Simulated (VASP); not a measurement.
A run of VASP 6.6.1:

File INCAR:

```
PREC = Accurate ; ENCUT = 400
EDIFF = 1E-7 ; ISMEAR = 1
SIGMA = 0.1 ; LREAL = Auto
LASPH = T ; NELM = 100
ALGO = Normal ; ISIF = 2
LWAVE = F ; LCHARG = F
GGA = PE ; IVDW = 12
IBRION = 2 ; NSW = 120
EDIFFG = -0.03 ; ISYM = 0
KPAR = 4
```

The input KPOINTS:

```
Automatic mesh
0
Gamma
  6 6 1
```

File POSCAR:

```
Pt
1.0
    5.5437171645      0.0000000000      0.0000000000
    2.7718585823      4.8009998959      0.0000000000
    0.0000000000      0.0000000000     21.0264261104
Pt
12
Selective dynamics
Direct
    0.1666666667      0.1666666667      0.1188979994  F F F
    0.6666666667      0.1666666667      0.1188979994  F F F
    0.1666666667      0.6666666667      0.1188979994  F F F
    0.6666666667      0.6666666667      0.1188979994  F F F
    0.8333333333      0.3333333333      0.2265346013  F F F
    0.3333333333      0.3333333333      0.2265346013  F F F
    0.8333333333      0.8333333333      0.2265346013  F F F
    0.3333333333      0.8333333333      0.2265346013  F F F
    0.0000000000      0.0000000000      0.3341712031  T T T
    0.5000000000      0.0000000000      0.3341712031  T T T
    0.0000000000      0.5000000000      0.3341712031  T T T
    0.5000000000      0.5000000000      0.3341712031  T T T
```

Potentials or basis: VASP PAW PBE potentials, release 64 (Pt).

Launch:

```sh
$ cat potpaw_PBE.64/Pt/POTCAR > POTCAR
$ mpirun -np 4 vasp_std > vasp.out
```

Hardware: 4 MPI ranks on Intel(R) Xeon(R) 6975P-C (Granite Rapids) (shared host).

Q: Estimate the wall time of this run.

A: Run time: 25 min on 4 MPI ranks on Intel(R) Xeon(R) 6975P-C (Granite Rapids), with other jobs on the host, peak memory 0.7 GiB a rank. Counts: scf iterations 119, k points 20, ion steps 5.
